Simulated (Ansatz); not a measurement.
# Stationary points along a deformation path in AlN

Level of theory: DFT PBE, scalar-relativistic, plane waves, PAW (Ansatz). Cutoff 420 eV, Γ-centred 10×10×10 k-points, Gaussian smearing of 0.05 eV. No spin polarisation. Energies are free energies at this smearing, counted from the undisturbed cell; pressure is positive in compression.

Reference structure (as given, not relaxed at this level; it stands at 4.9 GPa; this zinc-blende form isn't the usual structure):

```
CELL_PARAMETERS angstrom
0.00000 2.18399 2.18399
2.18399 0.00000 2.18399
2.18399 2.18399 0.00000
ATOMIC_POSITIONS crystal
Al 0.00000 0.00000 0.00000
N 0.75000 0.75000 0.75000
```

At fixed volume and fractional coordinates, lengths along (0.577, 0.577, 0.577) are scaled against those across it; ρ is that ratio over its starting value. V = 10.417 Å³/atom. Δσ is the stress along the axis less the mean stress across it (compression positive).

| ρ | ΔE (meV/atom) | Δσ (GPa) | space group |
| --- | --- | --- | --- |
| 0.500 | 7582.1 | 647.40 | R3m |
| 0.600 | 3549.6 | 384.86 | R3m |
| 0.710 | 1410.6 | 212.08 | R3m |
| 0.850 | 284.0 | 84.36 | R3m |
| 0.930 | 53.9 | 34.93 | R3m |
| 1.000 | 0.0 | 0.00 | F-43m |
| 1.080 | 56.4 | -33.17 | R3m |
| 1.200 | 301.6 | -73.25 | R3m |
| 1.410 | 995.8 | -122.28 | R3m |
| 1.700 | 2055.7 | -131.57 | R3m |
| 2.000 | 2928.1 | -115.79 | R3m |

Q: How does the stress give the slope of the energy, and where is the energy stationary?

A: Along the path d ln(length) is 2/3 d ln ρ on the axis and −1/3 d ln ρ across it, so dE/d ln ρ = −(2/3) V Δσ: the energy falls with ρ where Δσ is positive. Δσ vanishes or changes sign at ρ = 1.000 (F-43m), a minimum at 0.0 meV/atom. Pairs of stationary points between two samples would go unseen, and could change a minimum read from distant neighbours into a maximum. At ρ = 1.000 the cell is cubic, where symmetry alone makes the stress isotropic and the slope zero.

Q: Which shear constant sets the curvature at ρ = 1?

A: For a cubic crystal E/V = (2/3) C (ln ρ)² with C = C44, so Δσ = −2C ln ρ. The parabola of Δσ against ln ρ through ρ = 0.930, 1 and 1.080 gives C ≈ 228 GPa with the ions clamped, rough because the steps are large. It is the stress–strain coefficient at this cell's pressure of 4.9 GPa, not the zero-pressure constant.

Forces appear on the atoms along this scan, and letting them relax would lower the energy and soften the response. The gap closes along the scan, which can put kinks into the curve.